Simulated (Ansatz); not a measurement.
Take RuO2 in the rutile structure (space group P4_2/mnm, No. 136; a = 4.480 Å, c = 3.107 Å) as the base. Axes: x, y, z lie along a, b, c of the conventional cell.

Computed with plane-wave PAW DFT at the r2SCAN level (Ansatz, a program for electronic structure, 500 eV), no spin-orbit coupling.

Base values:

The pressure comes out as 0.0 GPa and the shortest interatomic distance is 3.656 bohr.

Perturbation: the symmetric strain tensor [0.0055 -0.0054 -0.0069; -0.0054 0.0014 0.0112; -0.0069 0.0112 -0.0179]; the atoms relax in the strained cell.

Estimate the effect on the largest internal atomic displacement, pressure and shortest interatomic distance.

The largest internal atomic displacement amounts to 0.023 Å; the pressure (mean of the normal stresses, compression positive) goes from zero to 4.3 GPa; the shortest interatomic distance drops by 0.023 bohr to 3.633 bohr.

No phonon test of stability was made. Starting moments died away, wholly or in part, for the base; another magnetic solution may exist. No Hubbard U is applied, and correlation can decide whether such a compound is a metal. The final runs are not spin-polarised.
